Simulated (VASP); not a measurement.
# BP: NMR shieldings, part 3 of 3

Wanted: the shieldings and field gradients at the nuclei of BP. The cell is of the zinc-blende type, one of the forms listed for this formula, which need not be the common one. The start is a cell from a database of measured crystal structures.

VASP 6.6.1, plane waves and PAW; the level of theory is named at each step.

So far. Step 2 (Ground state): The cell has a gap of 1.24 eV on this mesh.

**4. Another functional, PAW release LDA 64**

This step: chemical shifts by linear response (GIPAW), LDA; plane waves and PAW (P, B) (VASP 6.6.1).

The functional is changed, to see how much the shieldings depend on it.

File INCAR:

```
SYSTEM = BP
PREC = Accurate
ENCUT = 450
EDIFF = 1E-09
NELM = 100
ISMEAR = 0
SIGMA = 0.01
LREAL = .FALSE.
ALGO = Normal
GGA = CA
NBANDS = 10
LWAVE = .FALSE.
LCHARG = .FALSE.
KPAR = 2
LCHIMAG = .TRUE.
LEFG = .TRUE.
DQ = 0.001
ICHIBARE = 1
LNMR_SYM_RED = .TRUE.
```

File POSCAR:

```
BP
1.0
    0.0000000000      2.2690000000      2.2690000000
    2.2690000000      0.0000000000      2.2690000000
    2.2690000000      2.2690000000      0.0000000000
P B
1 1
Direct
    0.7500000000      0.7500000000      0.7500000000
    0.0000000000      0.0000000000      0.0000000000
```

File KPOINTS:

```
Automatic mesh
0
Gamma
8 8 8
0 0 0
```

Potentials, in the order of the species: P and B (LDA family, release 64).

The run is started by

```
> mpirun -np 2 vasp_std
```

The program printed:

```text
[banner, memory and clock lines left out]
running    2 mpi-ranks, on    1 nodes
 distrk:  each k-point on    1 cores,    2 groups
 distr:  one band on    1 cores,    1 groups

 POSCAR found type information on POSCAR P B
 POSCAR found :  2 types and       2 ions
 LDA part: xc-table for (Slater(with rela. corr.)+CA(PZ))
 , standard interpolation
 POSCAR, INCAR and KPOINTS ok, starting setup
 FFT: planning ... GRIDC
 FFT: planning ... GRID_SOFT
 FFT: planning ... GRID
 WAVECAR not read
 entering main loop
       N       E                     dE             d eps       ncg     rms          rms(c)
DAV:   1     0.686788963037E+01    0.68679E+01   -0.35595E+03   580   0.625E+02
DAV:   2    -0.146548069301E+02   -0.21523E+02   -0.20537E+02   852   0.104E+02
DAV:   3    -0.152083262381E+02   -0.55352E+00   -0.55280E+00   716   0.159E+01
DAV:   4    -0.152103731794E+02   -0.20469E-02   -0.20466E-02   728   0.113E+00
DAV:   5    -0.152103817560E+02   -0.85766E-05   -0.85764E-05   694   0.666E-02    0.734E+00
DAV:   6    -0.145095747105E+02    0.70081E+00   -0.16738E+00   646   0.594E+00    0.389E+00
DAV:   7    -0.143974308702E+02    0.11214E+00   -0.25781E-01   736   0.272E+00    0.127E+00
DAV:   8    -0.143846193614E+02    0.12812E-01   -0.33973E-02   678   0.101E+00    0.229E-01
DAV:   9    -0.143846454622E+02   -0.26101E-04   -0.74575E-04   664   0.203E-01    0.149E-01
DAV:  10    -0.143846432601E+02    0.22021E-05   -0.13970E-04   640   0.709E-02    0.325E-02
DAV:  11    -0.143846453748E+02   -0.21147E-05   -0.59395E-06   754   0.134E-02    0.358E-02
DAV:  12    -0.143846450047E+02    0.37008E-06   -0.19963E-06   692   0.630E-03    0.749E-03
DAV:  13    -0.143846450121E+02   -0.73522E-08   -0.84624E-08   752   0.178E-03    0.621E-03
DAV:  14    -0.143846450092E+02    0.28779E-08   -0.12983E-08   672   0.531E-04    0.153E-03
DAV:  15    -0.143846450095E+02   -0.36277E-09   -0.10857E-09   372   0.195E-04
ion   1
     0.0000000     0.0000000    -0.0000000     0.0000000    -0.0000000    -0.0000000
     0.0000365     0.0000000    -0.0000000     0.0000000    -0.0000000    -0.0000000
     0.0000503     0.0000000    -0.0000000     0.0000000    -0.0000000    -0.0000000
     0.0000692     0.0000000    -0.0000000     0.0000000    -0.0000000    -0.0000000
     0.0000953     0.0000000    -0.0000000     0.0000000    -0.0000000    -0.0000000

     0.0000000     0.0000000    -0.0000000     0.0000000    -0.0000000    -0.0000000
     0.0000365     0.0000000    -0.0000000     0.0000000    -0.0000000    -0.0000000
     0.0000503     0.0000000    -0.0000000     0.0000000    -0.0000000    -0.0000000
     0.0000692     0.0000000    -0.0000000     0.0000000    -0.0000000    -0.0000000
     0.0000953     0.0000000    -0.0000000     0.0000000    -0.0000000    -0.0000000

ion   2
     0.0000000     0.0000000    -0.0000000    -0.0000000     0.0000000     0.0000000
     0.0000257     0.0000000    -0.0000000    -0.0000000     0.0000000     0.0000000
     0.0000354     0.0000000    -0.0000000    -0.0000000     0.0000000     0.0000000
     0.0000487     0.0000000    -0.0000000    -0.0000000     0.0000000     0.0000000
     0.0000671     0.0000000    -0.0000000    -0.0000000     0.0000000     0.0000000

     0.0000000     0.0000000    -0.0000000    -0.0000000     0.0000000     0.0000000
     0.0000257     0.0000000    -0.0000000    -0.0000000     0.0000000     0.0000000
     0.0000354     0.0000000    -0.0000000    -0.0000000     0.0000000     0.0000000
     0.0000487     0.0000000    -0.0000000    -0.0000000     0.0000000     0.0000000
     0.0000671     0.0000000    -0.0000000    -0.0000000     0.0000000     0.0000000

   1 F= -.14384645E+02 E0= -.14384645E+02  d E =-.738846E-14
DAV:   1     0.756879101839E+01    0.75688E+01    0.00000E+00     0   0.000E+00
DAV:   2     0.756879101839E+01    0.00000E+00    0.00000E+00     0   0.000E+00
BDIR= 1  IDIR= 2  IQ= -1
DAV:   1     0.151442990562E+02    0.15144E+02   -0.12317E-02   644   0.382E-01
DAV:   2     0.151442784202E+02   -0.20636E-04   -0.20636E-04   692   0.106E-01
DAV:   3     0.151442783706E+02   -0.49595E-07   -0.49598E-07   778   0.660E-03
DAV:   4     0.151442783704E+02   -0.15101E-09   -0.12930E-09   712   0.231E-04
       N       E                     dE             d eps       ncg     rms
RMM:   1    -0.192102887602E+02   -0.19210E+02   -0.49664E+01  1276   0.248E+01
RMM:   2    -0.199481865676E+02   -0.73790E+00   -0.68695E-01  1319   0.417E+00
RMM:   3    -0.199701787844E+02   -0.21992E-01   -0.29011E-02  1338   0.634E-01
RMM:   4    -0.199716316836E+02   -0.14529E-02   -0.35177E-03  1357   0.134E-01
RMM:   5    -0.199717282451E+02   -0.96561E-04   -0.11830E-04  1363   0.269E-02
RMM:   6    -0.199717353168E+02   -0.70717E-05   -0.16488E-05  1374   0.694E-03
RMM:   7    -0.199717359306E+02   -0.61378E-06   -0.83666E-07  1336   0.160E-03
RMM:   8    -0.199717359823E+02   -0.51661E-07   -0.12581E-07  1227   0.448E-04
RMM:   9    -0.199717359869E+02   -0.46362E-08   -0.58576E-09  1093   0.116E-04
RMM:  10    -0.199717359873E+02   -0.36183E-09   -0.81558E-10  1036   0.505E-05
BDIR= 1  IDIR= 2  IQ=  0
DAV:   1     0.151375737971E+02    0.15138E+02   -0.34281E-11   336   0.512E-05
DAV:   2     0.151375737971E+02   -0.80647E-12   -0.33085E-12   324   0.133E-05
       N       E                     dE             d eps       ncg     rms
RMM:   1    -0.192519780590E+02   -0.19252E+02   -0.49893E+01  1276   0.248E+01
RMM:   2    -0.199944278708E+02   -0.74245E+00   -0.68739E-01  1316   0.417E+00
RMM:   3    -0.200163697255E+02   -0.21942E-01   -0.28861E-02  1314   0.633E-01
RMM:   4    -0.200178064352E+02   -0.14367E-02   -0.34837E-03  1323   0.133E-01
RMM:   5    -0.200179010729E+02   -0.94638E-04   -0.11530E-04  1309   0.264E-02
RMM:   6    -0.200179079277E+02   -0.68548E-05   -0.15940E-05  1323   0.665E-03
RMM:   7    -0.200179085212E+02   -0.59354E-06   -0.81366E-07  1264   0.153E-03
RMM:   8    -0.200179085711E+02   -0.49912E-07   -0.12224E-07  1155   0.428E-04
RMM:   9    -0.200179085755E+02   -0.43819E-08   -0.54855E-09   999   0.111E-04
RMM:  10    -0.200179085759E+02   -0.33653E-09   -0.75704E-10   957   0.494E-05
BDIR= 1  IDIR= 2  IQ=  1
DAV:   1     0.151304986459E+02    0.15130E+02   -0.12294E-02   646   0.382E-01
DAV:   2     0.151304780062E+02   -0.20640E-04   -0.20640E-04   686   0.106E-01
DAV:   3     0.151304779550E+02   -0.51175E-07   -0.51175E-07   778   0.675E-03
DAV:   4     0.151304779549E+02   -0.13864E-09   -0.13938E-09   698   0.246E-04
       N       E                     dE             d eps       ncg     rms
RMM:   1    -0.192944952855E+02   -0.19294E+02   -0.50147E+01  1272   0.248E+01
RMM:   2    -0.200420258970E+02   -0.74753E+00   -0.68828E-01  1322   0.417E+00
[...]
RLQ:   2    -0.632012014860E-01   -0.33109E-02   -0.73862E-03  1318   0.268E-01
RLQ:   3    -0.633397435957E-01   -0.13854E-03   -0.11071E-04  1320   0.395E-02
RLQ:   4    -0.633444377577E-01   -0.46942E-05   -0.13314E-05  1316   0.709E-03
RLQ:   5    -0.633447017830E-01   -0.26403E-06   -0.24366E-07  1305   0.141E-03
RLQ:   6    -0.633447133019E-01   -0.11519E-07   -0.29920E-08  1191   0.310E-04
RLQ:   7    -0.633447142427E-01   -0.94083E-09   -0.11704E-09  1072   0.840E-05
BDIR= 3  IDIR= 1  IQ= -1
DAV:   1     0.151547568395E+02    0.15155E+02   -0.11947E-02   650   0.388E-01
DAV:   2     0.151547353016E+02   -0.21538E-04   -0.21538E-04   670   0.106E-01
DAV:   3     0.151547352461E+02   -0.55451E-07   -0.55452E-07   822   0.690E-03
DAV:   4     0.151547352461E+02   -0.57399E-10   -0.63350E-10   690   0.139E-04
       N       E                     dE             d eps       ncg     rms
RMM:   1    -0.319331423355E+02   -0.31933E+02   -0.10552E+02  1297   0.283E+01
RMM:   2    -0.337411533740E+02   -0.18080E+01   -0.14214E+00  1327   0.500E+00
RMM:   3    -0.337888808633E+02   -0.47727E-01   -0.64042E-02  1336   0.768E-01
RMM:   4    -0.337913014383E+02   -0.24206E-02   -0.44849E-03  1368   0.170E-01
RMM:   5    -0.337914889796E+02   -0.18754E-03   -0.24107E-04  1368   0.385E-02
RMM:   6    -0.337915021646E+02   -0.13185E-04   -0.29243E-05  1380   0.102E-02
RMM:   7    -0.337915034502E+02   -0.12856E-05   -0.15694E-06  1332   0.258E-03
RMM:   8    -0.337915035435E+02   -0.93288E-07   -0.23140E-07  1202   0.701E-04
RMM:   9    -0.337915035508E+02   -0.73188E-08   -0.10815E-08  1136   0.184E-04
RMM:  10    -0.337915035513E+02   -0.45389E-09   -0.92376E-10  1076   0.605E-05
BDIR= 3  IDIR= 1  IQ=  0
DAV:   1     0.151375737971E+02    0.15138E+02   -0.34292E-11   336   0.512E-05
DAV:   2     0.151375737972E+02    0.55874E-10   -0.29867E-12   324   0.133E-05
       N       E                     dE             d eps       ncg     rms
RMM:   1    -0.319817995224E+02   -0.31982E+02   -0.10573E+02  1298   0.283E+01
RMM:   2    -0.337909633156E+02   -0.18092E+01   -0.13647E+00  1314   0.501E+00
RMM:   3    -0.338449026367E+02   -0.53939E-01   -0.67794E-02  1311   0.786E-01
RMM:   4    -0.338475413570E+02   -0.26387E-02   -0.53853E-03  1328   0.176E-01
RMM:   5    -0.338477345411E+02   -0.19318E-03   -0.24933E-04  1327   0.389E-02
RMM:   6    -0.338477481024E+02   -0.13561E-04   -0.29702E-05  1323   0.104E-02
RMM:   7    -0.338477494223E+02   -0.13199E-05   -0.16847E-06  1270   0.265E-03
RMM:   8    -0.338477495168E+02   -0.94562E-07   -0.23084E-07  1156   0.705E-04
RMM:   9    -0.338477495241E+02   -0.73239E-08   -0.10878E-08  1073   0.185E-04
RMM:  10    -0.338477495246E+02   -0.45547E-09   -0.91661E-10   997   0.603E-05
BDIR= 3  IDIR= 1  IQ=  1
DAV:   1     0.151200914978E+02    0.15120E+02   -0.11932E-02   648   0.388E-01
DAV:   2     0.151200699278E+02   -0.21570E-04   -0.21570E-04   676   0.106E-01
DAV:   3     0.151200698737E+02   -0.54118E-07   -0.54081E-07   824   0.675E-03
DAV:   4     0.151200698737E+02   -0.46958E-10   -0.52676E-10   690   0.124E-04
       N       E                     dE             d eps       ncg     rms
RMM:   1    -0.320284019693E+02   -0.32028E+02   -0.10590E+02  1298   0.283E+01
RMM:   2    -0.338434938822E+02   -0.18151E+01   -0.13676E+00  1326   0.501E+00
RMM:   3    -0.338976601497E+02   -0.54166E-01   -0.68329E-02  1334   0.788E-01
RMM:   4    -0.339003183035E+02   -0.26582E-02   -0.53977E-03  1370   0.176E-01
RMM:   5    -0.339005131527E+02   -0.19485E-03   -0.25193E-04  1364   0.392E-02
RMM:   6    -0.339005268418E+02   -0.13689E-04   -0.29987E-05  1382   0.104E-02
RMM:   7    -0.339005281728E+02   -0.13310E-05   -0.16996E-06  1331   0.266E-03
RMM:   8    -0.339005282679E+02   -0.95120E-07   -0.23178E-07  1205   0.709E-04
RMM:   9    -0.339005282753E+02   -0.73597E-08   -0.10989E-08  1135   0.186E-04
RMM:  10    -0.339005282757E+02   -0.46123E-09   -0.91974E-10  1078   0.604E-05
BDIR= 3  IDIR= 2  IQ= -1
DAV:   1     0.151442990561E+02    0.15144E+02   -0.12317E-02   644   0.382E-01
DAV:   2     0.151442784201E+02   -0.20636E-04   -0.20636E-04   692   0.106E-01
DAV:   3     0.151442783706E+02   -0.49581E-07   -0.49598E-07   778   0.660E-03
DAV:   4     0.151442783704E+02   -0.18493E-09   -0.12929E-09   712   0.231E-04
       N       E                     dE             d eps       ncg     rms
RMM:   1    -0.313642689521E+02   -0.31364E+02   -0.10383E+02  1280   0.283E+01
RMM:   2    -0.332643111228E+02   -0.19000E+01   -0.15689E+00  1319   0.515E+00
RMM:   3    -0.333170758426E+02   -0.52765E-01   -0.66250E-02  1319   0.789E-01
RMM:   4    -0.333194789970E+02   -0.24032E-02   -0.48145E-03  1352   0.171E-01
RMM:   5    -0.333196468102E+02   -0.16781E-03   -0.21934E-04  1348   0.366E-02
RMM:   6    -0.333196579795E+02   -0.11169E-04   -0.24745E-05  1369   0.948E-03
RMM:   7    -0.333196590303E+02   -0.10508E-05   -0.12675E-06  1322   0.233E-03
RMM:   8    -0.333196590948E+02   -0.64473E-07   -0.16110E-07  1192   0.596E-04
RMM:   9    -0.333196591001E+02   -0.53140E-08   -0.65697E-09  1114   0.160E-04
RMM:  10    -0.333196591005E+02   -0.38551E-09   -0.83313E-10  1064   0.593E-05
BDIR= 3  IDIR= 2  IQ=  0
DAV:   1     0.151375737971E+02    0.15138E+02   -0.34362E-11   336   0.512E-05
DAV:   2     0.151375737971E+02   -0.18861E-10   -0.30916E-12   324   0.133E-05
       N       E                     dE             d eps       ncg     rms
RMM:   1    -0.312421884927E+02   -0.31242E+02   -0.10328E+02  1280   0.283E+01
RMM:   2    -0.331268267217E+02   -0.18846E+01   -0.15600E+00  1309   0.514E+00
RMM:   3    -0.331791842993E+02   -0.52358E-01   -0.65464E-02  1307   0.786E-01
RMM:   4    -0.331815609892E+02   -0.23767E-02   -0.47897E-03  1322   0.170E-01
RMM:   5    -0.331817267340E+02   -0.16574E-03   -0.21618E-04  1319   0.363E-02
RMM:   6    -0.331817376256E+02   -0.10892E-04   -0.23033E-05  1320   0.939E-03
RMM:   7    -0.331817387976E+02   -0.11720E-05   -0.14313E-06  1267   0.241E-03
RMM:   8    -0.331817388747E+02   -0.77188E-07   -0.20684E-07  1154   0.630E-04
RMM:   9    -0.331817388803E+02   -0.55686E-08   -0.64929E-09  1069   0.160E-04
RMM:  10    -0.331817388807E+02   -0.38060E-09   -0.83307E-10   993   0.586E-05
BDIR= 3  IDIR= 2  IQ=  1
DAV:   1     0.151304986459E+02    0.15130E+02   -0.12294E-02   646   0.382E-01
DAV:   2     0.151304780062E+02   -0.20640E-04   -0.20640E-04   686   0.106E-01
DAV:   3     0.151304779551E+02   -0.51141E-07   -0.51175E-07   778   0.675E-03
DAV:   4     0.151304779549E+02   -0.15829E-09   -0.13930E-09   698   0.246E-04
       N       E                     dE             d eps       ncg     rms
RMM:   1    -0.311187487894E+02   -0.31119E+02   -0.10268E+02  1279   0.283E+01
RMM:   2    -0.329932763543E+02   -0.18745E+01   -0.16124E+00  1319   0.512E+00
RMM:   3    -0.330393077435E+02   -0.46031E-01   -0.61531E-02  1322   0.766E-01
RMM:   4    -0.330414640329E+02   -0.21563E-02   -0.38922E-03  1350   0.164E-01
RMM:   5    -0.330416243079E+02   -0.16027E-03   -0.20856E-04  1357   0.358E-02
RMM:   6    -0.330416348762E+02   -0.10568E-04   -0.22742E-05  1364   0.922E-03
RMM:   7    -0.330416360196E+02   -0.11434E-05   -0.13307E-06  1328   0.236E-03
RMM:   8    -0.330416360960E+02   -0.76380E-07   -0.20850E-07  1190   0.626E-04
RMM:   9    -0.330416361015E+02   -0.55819E-08   -0.64586E-09  1123   0.159E-04
RMM:  10    -0.330416361019E+02   -0.38045E-09   -0.84076E-10  1063   0.586E-05
       N       E                     dE             d eps       ncg     rms
RLQ:   1    -0.543198665284E-01   -0.54320E-01   -0.44717E-02   940   0.212E+00
RLQ:   2    -0.607562219997E-01   -0.64364E-02   -0.12986E-02  1178   0.333E-01
RLQ:   3    -0.609768637598E-01   -0.22064E-03   -0.17939E-04  1161   0.502E-02
RLQ:   4    -0.609851087988E-01   -0.82450E-05   -0.15359E-05  1175   0.876E-03
RLQ:   5    -0.609857034149E-01   -0.59462E-06   -0.97775E-07  1138   0.206E-03
RLQ:   6    -0.609857486240E-01   -0.45209E-07   -0.70991E-08  1035   0.491E-04
RLQ:   7    -0.609857522222E-01   -0.35982E-08   -0.70174E-09   933   0.147E-04
RLQ:   8    -0.609857526203E-01   -0.39807E-09   -0.50852E-10   851   0.562E-05
```

The job ended after 92 s (2 MPI ranks of AMD EPYC 7R43, shared host; peak memory 0.24 GiB; 3 min of CPU time).

OUTCAR, selected parts (step 4):

```text
The static configuration has the point symmetry T_d .

 Found     29 irreducible k-points:

   NELECT =       8.0000    total number of electrons

  Total       -0.7686711     -0.7686711     -0.7686711      0.0000000      0.0000000     -0.0000000
  in kB      -52.7129872    -52.7129872    -52.7129872      0.0000000      0.0000000     -0.0000000
  external PRESSURE =     -52.7129872 kB  Pullay stress =       0.0000000 kB

 POSITION                                       TOTAL-FORCE (eV/Angst)
 -----------------------------------------------------------------------------------
      3.40350      3.40350      3.40350         0.000000      0.000000      0.000000
      0.00000      0.00000      0.00000        -0.000000     -0.000000     -0.000000
 -----------------------------------------------------------------------------------
    total drift:                               -0.000000     -0.000000     -0.000000

  ORBITAL MAGNETIC SUSCEPTIBILITY, excluding core contribution
 -------------------------------------------------------------
  Approximate magnetic susceptibility, pGv (10^-6 cm^3/mole)
     1        -44.105601         -0.000000         -0.000000
     2         -0.000000        -44.105601          0.000000
     3         -0.000000          0.000000        -44.105601
 -------------------------------------------------------------
  Approximate magnetic susceptibility, vGv (10^-6 cm^3/mole)
     1        -36.127330          0.000000          0.000000
     2          0.000000        -36.127330         -0.000000
     3          0.000000         -0.000000        -36.127330

  BDIR labels direction of applied magnetic field (i.e. B0)
  For BDIR==1, B0 along x-axis, etc.
  Induced field listed along cartesian directions for each BDIR
 ------------------------------------------------------------------------------------------
                 EXCLUDING G=0 CONTRIBUTION              INCLUDING G=0 CONTRIBUTION
 ------------------------------------------------------------------------------------------
  ion  BDIR            X           Y           Z                X           Y           Z
          (   iso_shield        span        skew ) (   iso_shield        span        skew )
 ------------------------------------------------------------------------------------------
    1     1     422.0706      0.0000      0.0000         449.6315      0.0000      0.0000
          2       0.0000    422.0706      0.0000           0.0000    449.6315     -0.0000
          3       0.0000      0.0000    422.0706           0.0000      0.0000    449.6315
          (     422.0706      0.0000      0.0000 ) (     449.6315      0.0000      0.0000 )

    2     1     119.2600      0.0000     -0.0000         146.8209      0.0000     -0.0000
          2       0.0000    119.2600      0.0000           0.0000    146.8209     -0.0000
          3      -0.0000     -0.0000    119.2600          -0.0000     -0.0000    146.8209
          (     119.2600      0.0000      0.0000 ) (     146.8209      0.0000      0.0000 )
 ------------------------------------------------------------------------------------------

[... 10 parts as in an earlier step ...]

[... 1 further part left out ...]
```

Numbers from this step:

| Item | Value |
| --- | --- |
| free energy (TOTEN) | -14.38 eV |
| Fermi energy | 7.454 eV |
| pressure | -5.271 GPa |
| gap on the k-mesh | 1.217 eV |
| least direct gap on the k-mesh | 3.378 eV |

Valence and core; the G = 0 term is that of a spherical sample. NMR shielding, by row:

```csv
atom,isotropic shielding (ppm),span (ppm),skew,isotropic shielding without the G = 0 term (ppm)
P1,449.6,0,-,422.1
B2,146.8,0,-,119.3
```

Ordered as |Vzz| ≥ |Vxx| ≥ |Vyy|, the program's way. Electric field gradients, by row:

```csv
atom,Vxx (V/Å²),Vyy (V/Å²),Vzz (V/Å²),asymmetry
P1,0,0,0,-
B2,0,0,0,-
```

Against the first shielding run the largest change is -14.1 ppm, on P1.

**5. Summary**

This step: chemical shifts by linear response (GIPAW), PBE, LDA; plane waves and PAW (VASP 6.6.1).

Derived from the runs above.

Isotropic shieldings. Cost is wall time times ranks on a shared host. Shieldings by setting:

```csv
run,ENCUT (eV),k mesh,"P1, Wyckoff letter c (ppm)","B2, Wyckoff letter a (ppm)",cost (core minutes)
first shielding run,450,8x8x8,463.8,149.1,3.17
another functional,450,8x8x8,449.6,146.8,3.07
```

**6. Results**

- P, isotropic shielding: 463.8 ppm
- B, isotropic shielding: 149.1 ppm

What this shows: At PBE, in the first shielding run, the isotropic shieldings are P 463.8 ppm; B 149.1 ppm. In the first shielding run all tensors are isotropic to 0.5 ppm, as the cubic site symmetry asks. In the undistorted cell the field gradients vanish by symmetry; what its table shows is numerical noise. Against the first shielding run, the one with another functional moves the shieldings by at most 14 ppm. Shifts were not obtained, since a shift is the shielding of a reference compound, computed alike, less these values. The G = 0 term is the part set by the sample's shape, taken here for a sphere. No finer mesh was run, so convergence in it isn't shown. VASP's guide advises LASPH and NLSPLINE for shieldings, which this input doesn't set; the effect wasn't tested. The cell is of the zinc-blende type, one of the forms listed for this formula, which need not be the common one.

[Lines on the potential files, build, host, timing and source positions are cut from VASP's logs without a mark.]

[Logs are printed without paths, hosts, clocks, repeated set-up lines and the standing remarks that a program may print on its own settings, such as how far it seeks lower states.]

[Hosts, paths, dates, database ids (printed as entryN), source tags and the programs' standing remarks are cut or masked in the printed files.]
